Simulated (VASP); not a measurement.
# BN (I4/mmm) in VASP: further runs

The runs below take BN through single point, with r2SCAN.

Program: VASP 6.6.1. These are calculated values, not measurements. Logs are shortened: lines on timing, memory, paths and dates and some standing lists are left out, and cuts for length are marked.

**1. The cell of the first run**

It takes space group I4/mmm (No. 139, tetragonal). Conventional cell: a = 2.469 Å, b = 2.469 Å, c = 3.445 Å, α = 90.00°, β = 90.00°, γ = 90.00°. B (site symmetry 4/mmm) has 6 N at 1.72 to 1.75 Å as nearest neighbours. Around N (site symmetry 4/mmm) lie 6 B at 1.72 to 1.75 Å.

The cell was built by a generator and needn't be a form met in nature.

**2. Single point, r2SCAN (uniaxial_x strain -1.4%)**

Input file POSCAR:

```
BN
1.0
    0.0000000000      1.7458259346      1.7458259346
    1.7222572845      0.0000000000      1.7458259346
    1.7222572845      1.7458259346      0.0000000000
B N
1 1
Direct
    0.0000000000      0.0000000000      0.0000000000
    0.5000000000      0.5000000000      0.5000000000
```

Input file INCAR.step1:

```
PREC     = Accurate       # precision mode
ENCUT    = 520            # plane-wave cutoff, eV
ISMEAR   = 0              # smearing method
SIGMA    = 0.01           # smearing width, eV
LREAL    = False          # projectors in reciprocal space
LASPH    = True           # aspherical terms in the spheres
NELM     = 100            # most SCF steps
NBANDS   = 11             # bands
GGA      = PE             # functional
ALGO     = Normal         # electronic algorithm
EDIFF    = 1E-4           # SCF threshold, eV
LWAVE    = True           # write WAVECAR
LCHARG   = False          # write CHGCAR
```

Input file INCAR.step2:

```
PREC     = Accurate       # precision mode
ENCUT    = 520            # plane-wave cutoff, eV
EDIFF    = 1E-6           # SCF threshold, eV
ISMEAR   = 0              # smearing method
SIGMA    = 0.01           # smearing width, eV
LREAL    = False          # projectors in reciprocal space
LASPH    = True           # aspherical terms in the spheres
NELM     = 100            # most SCF steps
ALGO     = Normal         # electronic algorithm
ISIF     = 2              # what is computed and relaxed
LWAVE    = False          # write WAVECAR
LCHARG   = False          # write CHGCAR
METAGGA  = R2SCAN         # meta-GGA
LMIXTAU  = True         
NBANDS   = 11             # bands
ISTART   = 1
```

Input file KPOINTS:

```
Automatic mesh
0
Gamma
  12 12 12
```

Potentials or basis: VASP PAW PBE potentials, release 64 (B, N).

Started as:

```console
$ cat potpaw_PBE.64/B/POTCAR potpaw_PBE.64/N/POTCAR > POTCAR
$ cp INCAR.step1 INCAR
$ mpirun -np 1 vasp_std > vasp.out
$ cp INCAR.step2 INCAR
$ mpirun -np 1 vasp_std > vasp.out
```

OUTCAR:

```text
PREC = Accurate
   ENCUT = 520
   EDIFF = 1E-6
   ISMEAR = 0
   LREAL = False
   LASPH = True
   NELM = 100
   ISIF = 2
   METAGGA = R2SCAN
   ISTART = 1

 ion  position               nearest neighbor table
   1  0.000  0.000  0.000-   2 1.72   2 1.72   2 1.75   2 1.75   2 1.75   2 1.75
   2  0.500  0.500  0.500-   1 1.72   1 1.72   1 1.75   1 1.75   1 1.75   1 1.75

  LATTYP: Found a body centered tetragonal cell.
 ALAT       =     2.4689707143
 C/A-ratio  =     1.3951216793

  Lattice vectors:

 A1 = (  -1.7222572845,   0.0000000000,  -1.7458259346)
 A2 = (  -1.7222572845,   0.0000000000,   1.7458259346)
 A3 = (   1.7222572845,   1.7458259346,   0.0000000000)

Analysis of symmetry for initial positions (statically):
=====================================================================
 Subroutine PRICEL returns:
 Original cell was already a primitive cell.

 Routine SETGRP: Setting up the symmetry group for a
 body centered tetragonal supercell.

 Subroutine GETGRP returns: Found 16 space group operations
 (whereof 16 operations were pure point group operations)
 out of a pool of 16 trial point group operations.

The static configuration has the point symmetry D_4h.

Analysis of symmetry for dynamics (positions and initial velocities):
=====================================================================
 Subroutine PRICEL returns:
 Original cell was already a primitive cell.

 Routine SETGRP: Setting up the symmetry group for a
 body centered tetragonal supercell.

 Subroutine GETGRP returns: Found 16 space group operations
 (whereof 16 operations were pure point group operations)
 out of a pool of 16 trial point group operations.

The dynamic configuration has the point symmetry D_4h.

 Subroutine INISYM returns: Found 16 space group operations
 (whereof 16 operations are pure point group operations),
 and found     1 'primitive' translations

----------------------------------------------------------------------------------------

                                     Primitive cell

  volume of cell :      10.4986

  direct lattice vectors                    reciprocal lattice vectors
     0.000000000  1.745825935  1.745825935    -0.290316670  0.286397395  0.286397395
     1.722257284  0.000000000  1.745825935     0.290316670 -0.286397395  0.286397395
     1.722257284  1.745825935  0.000000000     0.290316670  0.286397395 -0.286397395

  length of vectors
     2.468970714  2.452361790  2.452361790     0.498327909  0.498327909  0.498327909

  position of ions in fractional coordinates (direct lattice)
     0.000000000  0.000000000  0.000000000
     0.500000000  0.500000000  0.500000000

  ion indices of the primitive-cell ions
   primitive index   ion index
                 1           1
                 2           2

----------------------------------------------------------------------------------------

 KPOINTS: Automatic mesh

Automatic generation of k-mesh.
 Grid dimensions read from file:
 generate k-points for:   12   12   12

 Generating k-lattice:

  Cartesian coordinates                     Fractional coordinates (reciprocal lattice)
    -0.024193056  0.023866450  0.023866450     0.083333333  0.000000000  0.000000000
     0.024193056 -0.023866450  0.023866450     0.000000000  0.083333333  0.000000000
     0.024193056  0.023866450 -0.023866450     0.000000000  0.000000000  0.083333333

  Length of vectors
     0.041527326  0.041527326  0.041527326

  Shift w.r.t. Gamma in fractional coordinates (k-lattice)
     0.000000000  0.000000000  0.000000000

 Subroutine IBZKPT returns following result:
 ===========================================

 Found    163 irreducible k-points:

 Following reciprocal coordinates:
            Coordinates               Weight
  0.000000  0.000000  0.000000      1.000000
  0.083333 -0.000000 -0.000000      8.000000
  0.166667  0.000000  0.000000      8.000000
  0.250000  0.000000  0.000000      8.000000
  0.333333 -0.000000 -0.000000      8.000000
  0.416667 -0.000000 -0.000000      8.000000
[... 16 lines left out ...]
  0.500000  0.166667 -0.000000     16.000000
 -0.416667  0.166667  0.000000     16.000000
 [... further k-points ...]
   k-points           NKPTS =    163   k-points in BZ     NKDIM =    163   number of bands    NBANDS=     11
   number of dos      NEDOS =    301   number of ions     NIONS =      2
   total plane-waves  NPLWV =   5832
   dimension x,y,z NGX =    18 NGY =   18 NGZ =   18
   dimension x,y,z NGXF=    36 NGYF=   36 NGZF=   36
   ions per type =               1   1
   NGX,Y,Z   is equivalent  to a cutoff of  12.12, 12.20, 12.20 a.u.
   NGXF,Y,Z  is equivalent  to a cutoff of  24.24, 24.40, 24.40 a.u.
 SYSTEM =  unknown system
   PREC   = accura    normal or accurate (medium, high low for compatibility)
   ISTART =      1    job   : 0-new  1-cont  2-samecut
   ICHARG =      0    charge: 1-file 2-atom 10-const
   ISPIN  =      1    spin polarized calculation?
   LNONCOLLINEAR =      F non collinear calculations
   LSORBIT =      F    spin-orbit coupling
   LASPH  =      T    aspherical Exc in radial PAW
   ENCUT  =  520.0 eV  38.22 Ry    6.18 a.u.   4.59  4.56  4.56*2*pi/ulx,y,z
   NELM   =    100;   NELMIN=  2; NELMDL=  0     # of ELM steps
   EDIFF  = 0.1E-05   stopping-criterion for ELM
   LREAL  =      F    real-space projection
   EDIFFG = 0.1E-04   stopping-criterion for IOM
   NSW    =      0    number of steps for IOM
   IBRION =     -1    ionic relax: 0-MD 1-quasi-New 2-CG
   NFREE  =      0    steps in history (QN), initial steepest desc. (CG)
   ISIF   =      2    stress and relaxation
   ISYM   =      2    0-nonsym 1-usesym 2-fastsym
   POTIM  = 0.5000    time-step for ionic-motion
   TEBEG  =    0.0;   TEEND  =   0.0 temperature during run
   PSTRESS=    0.0 pullay stress
   NELECT =       8.0000    total number of electrons
   NUPDOWN=      -1.0000    fix difference up-down
   EMIN   =  10.00;   EMAX   =-10.00  energy-range for DOS
   EFERMI =   0.00;   METHOD = LEGACY
   ISMEAR =     0;   SIGMA  =   0.01  broadening in eV -4-tet -1-fermi 0-gaus
   EFERMI_NEDOS =   21; number of points for ismear=-14 and -15
   IALGO  =     38    algorithm
   IMIX   =      4    mixing-type and parameters
     AMIX     =   0.40;   BMIX     =  1.00
     AMIX_MAG =   1.60;   BMIX_MAG =  1.00
  volume/ion in A,a.u.               =       5.25        35.42
  Fermi-wavevector in a.u.,A,eV,Ry     =   1.495300  2.825706 30.421547  2.235921
  Thomas-Fermi vector in A             =   2.607462
   LORBIT       =      0    0 simple, 1 ext, 2 COOP (PROOUT), +10 PAW based schemes
   METAGGA = R2SCAN    functional components
   LHFCALC =     F    Hartree Fock is set to
   AEXX    =    0.0000 exact exchange contribution
   IVDW    =     0    specifies the selected vdW correction
   LEPSILON=     F    determine dielectric tensor
   LRPA    =     F    only Hartree local field effects (RPA)
 non-spin polarized calculation
 Gauss-broadening in eV      SIGMA  =   0.01
  energy-cutoff  :      520.00
  volume of cell :       10.50
 maximum number of plane-waves:       295
   NGX =  9   NGY =  9   NGZ =  9

 number of electron       7.9999997 magnetization

 Free energy of the ion-electron system (eV)
  ---------------------------------------------------
  ext. energy  EPLUGINS =         0.00000000
  ---------------------------------------------------
  free energy    TOTEN  =       -15.42531589 eV

  energy without entropy =      -15.42531589  energy(sigma->0) =      -15.42531589

 E-fermi :  10.6621     XC(G=0): -14.7780

 val. band max:       10.5759504292   @ k =   0.3333   0.1667   0.1667
 cond. band min:      11.7940899843   @ k =   0.0000   0.5000   0.5000
 fundamental gap:      1.2181395551
 Fermi energy:        10.6621271094

 k-point     1 :       0.0000    0.0000    0.0000
  band No.  band energies     occupation
      1     -13.3412      2.00000
      2       9.4177      2.00000
      3       9.7496      2.00000
      4       9.7496      2.00000
      5      20.6934      0.00000
      6      23.6155      0.00000
      7      23.6155      0.00000
      8      24.3961      0.00000
      9      29.9655      0.00000
     10      29.9655      0.00000
     11      30.1926      0.00000

 k-point     2 :       0.0833   -0.0000   -0.0000
  band No.  band energies     occupation
      1     -13.1350      2.00000
      2       8.7107      2.00000
      3       9.5485      2.00000
      4       9.7195      2.00000
      5      20.9445      0.00000
      6      22.8697      0.00000
      7      23.1520      0.00000
      8      23.9100      0.00000
      9      29.5897      0.00000
     10      30.5082      0.00000
     11      30.6414      0.00000

 k-point     3 :       0.1667    0.0000    0.0000
  band No.  band energies     occupation
      1     -12.5220      2.00000
      2       6.5085      2.00000
      3       9.5189      2.00000
      4       9.6566      2.00000
      5      20.8454      0.00000
      6      21.1876      0.00000
      7      21.6502      0.00000
      8      23.8188      0.00000
      9      29.4913      0.00000
     10      32.0332      0.00000
     11      32.1058      0.00000
[... 267 lines left out ...]
 k-point    23 :       0.5000    0.1667   -0.0000
  band No.  band energies     occupation
      1      -7.6309      2.00000
      2      -1.5512      2.00000
      3       6.4376      2.00000
      4       7.7942      2.00000
      5      15.5989      0.00000
      6      19.5379      0.00000
      7      21.4399      0.00000
      8      26.3719      0.00000
      9      31.4913      0.00000
     10      39.0588      0.00000
     11      44.9132      0.00000

 k-point    24 :      -0.4167    0.1667    0.0000
  band No.  band energies     occupation
      1      -7.3370      2.00000
      2      -1.9401      2.00000
      3       5.7416      2.00000
      4       8.5268      2.00000
      5      16.2107      0.00000
      6      18.3642      0.00000
      7      21.5927      0.00000
      8      26.2935      0.00000
      9      34.0852      0.00000
     10      37.0131      0.00000
     11      41.2846      0.00000

 [... further k-points ...]

------------------------ aborting loop because EDIFF is reached ----------------------------------------

  FORCE on cell =-STRESS in cart. coord.  units (eV):
  Direction    XX          YY          ZZ          XY          YZ          ZX
  --------------------------------------------------------------------------------------
  -------------------------------------------------------------------------------------
  Total        0.5522977      0.3320425      0.3320425      0.0000000      0.0000000      0.0000000
  in kB       84.2857047     50.6727330     50.6727330      0.0000000      0.0000000      0.0000000
  external PRESSURE =      61.8770569 kB  Pullay stress =       0.0000000 kB

 VOLUME and BASIS-vectors are now :
 -----------------------------------------------------------------------------
  energy-cutoff  :      520.00
  volume of cell :       10.50
      direct lattice vectors                 reciprocal lattice vectors
     0.000000000  1.745825935  1.745825935    -0.290316670  0.286397395  0.286397395
     1.722257284  0.000000000  1.745825935     0.290316670 -0.286397395  0.286397395
     1.722257284  1.745825935  0.000000000     0.290316670  0.286397395 -0.286397395

 POSITION                                       TOTAL-FORCE (eV/Angst)
 -----------------------------------------------------------------------------------
      0.00000      0.00000      0.00000        -0.000000      0.000000      0.000000
      1.72226      1.74583      1.74583         0.000000      0.000000     -0.000000
 -----------------------------------------------------------------------------------
    total drift:                               -0.000000     -0.000000     -0.000000

  FREE ENERGIE OF THE ION-ELECTRON SYSTEM (eV)
  ---------------------------------------------------
  free  energy   TOTEN  =       -15.4253158934 eV

  energy  without entropy=      -15.4253158934  energy(sigma->0) =      -15.42531589
```

Wall time 48 s (1 thread of Intel Xeon Platinum 8488C (Sapphire Rapids), shared host); peak memory 0.12 GiB.

Results:

```yaml
Free_energy: -15.4253 eV
Pressure: 6.2 GPa
Band_gap_on_the_k_mesh: 1.22 eV, indirect (least direct gap 6.41 eV)
```

Caveat: the PAW data sets were made with another functional, which shifts forces and pressure a little. A k mesh can miss the band edges.

**3. Single point, r2SCAN (hydrostatic strain +5.0%)**

Input file POSCAR:

```
BN
1.0
    0.0000000000      1.8327680662      1.8327680662
    1.8327680662      0.0000000000      1.8327680662
    1.8327680662      1.8327680662      0.0000000000
B N
1 1
Direct
    0.0000000000      0.0000000000      0.0000000000
    0.5000000000      0.5000000000      0.5000000000
```

Input file INCAR.step1:

```
SYSTEM = BN
  PREC = Accurate
  ENCUT = 520
  ISMEAR = 0
  SIGMA = 0.01
  LREAL = .FALSE.
  LASPH = .TRUE.
  NELM = 60
  NBANDS = 11
  GGA = PE
  ALGO = Normal
  EDIFF = 1E-4
  LWAVE = .TRUE.
  LCHARG = .FALSE.
```

Input file INCAR.step2:

```
SYSTEM = BN
  PREC = Accurate
  ENCUT = 520
  EDIFF = 1E-6
  ISMEAR = 0
  SIGMA = 0.01
  LREAL = .FALSE.
  LASPH = .TRUE.
  NELM = 60
  ALGO = Normal
  ISIF = 2
  LWAVE = .FALSE.
  LCHARG = .FALSE.
  METAGGA = R2SCAN
  LMIXTAU = .TRUE.
  NBANDS = 11
  ISTART = 1
```

Input file KPOINTS:

```
regular mesh
0
G
  12 12 12
  0 0 0
```

Potentials or basis: VASP PAW PBE potentials, release 64 (B, N).

Started as:

```console
$ cat potpaw_PBE.64/B/POTCAR potpaw_PBE.64/N/POTCAR > POTCAR
$ cp INCAR.step1 INCAR
$ mpirun -np 1 vasp_std > vasp.out
$ cp INCAR.step2 INCAR
$ mpirun -np 1 vasp_std > vasp.out
```

Run time: 32 s. Hardware: 1 thread of Intel Xeon Platinum 8488C (Sapphire Rapids), shared host; peak memory 0.12 GiB.

Results (log left out):

```yaml
Free_energy: -15.1812 eV
Pressure: -43.4 GPa
Band_gap_on_the_k_mesh: 0.26 eV, indirect (least direct gap 5.38 eV)
```

Levels at points of the mesh, in eV from the valence-band top:
```tsv
k point	band 1	band 2	band 3	band 4	band 5	band 6	band 7	band 8	band 9
(0.00, 0.00, 0.00)	-21.76	-0.85	-0.85	-0.85	6.85	11.65	11.65	11.65	18.62
(0.50, 0.00, 0.00)	-17.11	-11.79	-0.60	-0.60	5.37	5.37	6.57	12.15	22.47
(0.50, 0.50, 0.00)	-14.91	-10.70	-5.12	-5.12	0.26	9.75	13.88	13.88	15.32
```

Caveat: the cell as given lies far from equilibrium; so large a pressure means that the cell lies far from this level's equilibrium, or that cutoff or potentials fall short; the potentials were made for another functional, which shifts forces and pressure. A k mesh can miss the band edges.
